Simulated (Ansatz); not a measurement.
**Rocksalt alloy of NaCl and KCl (0 of 8 Na sites exchanged), 16 atoms with displaced atoms**

A calculation with Ansatz 0.2.0 (PAW, plane waves); the settings stand in the input.

Input file:

```yaml
crystal:
  lattice:
    - [0.000000, 5.638618, 5.638618]
    - [5.638618, 0.000000, 5.638618]
    - [5.638618, 5.638618, 0.000000]
  atoms:
    - { symbol: Cl, position: [0.738681, 0.237858, 0.266845] }
    - { symbol: Cl, position: [0.256395, 0.748281, 0.748541] }
    - { symbol: Cl, position: [0.224656, 0.737119, 0.273404] }
    - { symbol: Cl, position: [0.750475, 0.260186, 0.756904] }
    - { symbol: Cl, position: [0.252825, 0.259515, 0.736044] }
    - { symbol: Cl, position: [0.753246, 0.755272, 0.247260] }
    - { symbol: Cl, position: [0.236603, 0.244485, 0.261035] }
    - { symbol: Cl, position: [0.753211, 0.751190, 0.742299] }
    - { symbol: Na, position: [0.003350, 0.006937, 0.001279] }
    - { symbol: Na, position: [0.501064, 0.491913, 0.496487] }
    - { symbol: Na, position: [0.992115, 0.011410, 0.498213] }
    - { symbol: Na, position: [0.498082, 0.503041, 0.999609] }
    - { symbol: Na, position: [0.968602, 0.536120, 0.002957] }
    - { symbol: Na, position: [0.485751, 0.981610, 0.503776] }
    - { symbol: Na, position: [0.522450, 0.991846, 0.998291] }
    - { symbol: Na, position: [0.007394, 0.480862, 0.495154] }
kpoints:
  mp_grid: { grid: [2, 2, 2], shift: [0.5, 0.5, 0.5] }
hamiltonian:
  xc: pbesol
  dispersion: rvv10
total_charge: 2
scf:
  occupations: { method: fermi_dirac, width: 0.01 }
  max_iter: 100
  convergence: { dr2_threshold: 1e-02 }
output:
  forces: true
  eigenvalues: true
  stress: true
```

Command:

```sh
ansatz run in.yaml --threads 8 --pin off --max-ram 13300MiB --runs-dir r --events-out ev --progress --plain
```

The output:

```
Error: inconsistent input (hamiltonian.dispersion, hamiltonian.xc): `dispersion: rvv10` has no transferable b for PBE exchange — Sabatini et al. (2013) fitted b=6.3 to rPW86, and the PBE refits of Peng & Perdew (2017) are task-dependent (b=6.6 S22 / b=10.0 layered). Use `xc: {exchange: rpw86, correlation: pbe}` for the original rVV10 or `xc: r2scan` for the r²SCAN+rVV10 pairing
```

The program refused the input.
